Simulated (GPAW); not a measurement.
The system is Al2Cu.

```xyz
3
Lattice="4.1052 0.0000 0.0000 0.0000 4.1052 0.0000 0.0000 0.0000 2.8913" Properties=species:S:1:pos:R:3 pbc="T T T"
Cu    0.0000    0.0000    0.0000
Al    0.0000    2.0526    1.4457
Al    2.0526    0.0000    1.4457
```

The cell comes from a database or a generator and needn't be the stable form of this composition.

```yaml
Program: GPAW 26.7.0
Task: relaxation of cell and atoms
Functional: PBEsol
Potentials_or_basis: PAW data sets generated in the run's folder for this functional
Cutoff: 600 eV
Basis: pw
k_mesh: 6 × 6 × 8
Occupations: fermi-dirac, width 0.05 eV
Spin: no spin polarisation
```

At the start: pressure -1.6 GPa; volume 16.24 Å³/atom.

Question: Where does the relaxation end?

Answer: Over 7 steps the energy falls by 6.2 meV/atom and the volume is 15.96 Å³/atom (-1.7 %); space group P4/mmm (No. 123, to 0.05 Å).

The path:
| step | energy change (eV) | largest force (eV/Å) | pressure (GPa) | volume (Å³) |
| --- | --- | --- | --- | --- |
| 1 | 0.0000 | 0.0000 | -1.63 | 48.73 |
| 2 | -0.0016 | 0.0000 | -1.43 | 48.61 |
| 3 | -0.0104 | 0.0000 | 1.02 | 47.34 |
| 4 | -0.0112 | 0.0000 | 0.79 | 47.45 |
| 5 | -0.0165 | 0.0000 | -0.20 | 47.92 |
| 6 | -0.0184 | 0.0000 | -0.36 | 48.00 |
| 7 | -0.0186 | 0.0000 | -0.11 | 47.88 |

Final structure:
```
Cu Al
1.0
     4.13372    0.00000    0.00000
     0.00000    4.13372    0.00000
     0.00000    0.00000    2.80197
Cu Al
1 2
Direct
  0.00000 0.00000 0.00000
  0.00000 0.50000 0.50000
  0.50000 0.00000 0.50000
```

Caveat: with this Cu data set, volumes or pressures lay over 1.5 % or 2 GPa off other programs in two to four cells of ten; later steps reuse the first step's grids.
